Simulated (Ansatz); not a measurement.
## TaN at 3 GPa (stress–strain coefficients): relaxed-ion elastic tensor

These are results of DFT PBE, scalar-relativistic, plane waves, PAW (Ansatz 0.2.0), not measurements. Cutoff 420 eV, 18×18×14 k-points (Γ-centred), Fermi-Dirac smearing of 0.15 eV. No spin polarisation.

The cell, relaxed at 3 GPa:
```xyz
2
Lattice="2.9414 0.0000 0.0000 -1.4707 2.5473 0.0000 0.0000 0.0000 2.8899" Properties=species:S:1:pos:R:3 pbc="T T T"
Ta    0.0000    1.6982    1.4450
N     0.0000    0.0000    0.0000
```

In a metal, frequencies and elastic constants depend on the k mesh and the smearing, soft modes and shear constants most. Spin–orbit coupling is left out, which matters for heavy elements. A semilocal functional can close a gap that the real compound has.

(1) Give the relaxed-ion elastic constants (GPa, Voigt order xx yy zz yz xz xy, on the axes of the cell above).

(2) Is the crystal stable against homogeneous strain?

(3) And the moduli of a polycrystal (Hill averages)?

Results:

(1)
C11 = 654.4, C12 = 206.8, C13 = 152.4, C22 = 654.4, C23 = 152.4, C33 = 823.6, C44 = 240.0, C55 = 240.0, C66 = 223.8 GPa; the others vanish.

(2) Yes: the least eigenvalue of the tensor is 223.8 GPa.

(3) B = 350 GPa, G = 247 GPa, E = 599 GPa, ν = 0.21.

This form isn't the usual stable structure of the compound at low pressure.

Cost: 1 run of about 9.9 core-minutes, on Intel Xeon Platinum 8488C (Sapphire Rapids) (shared hosts).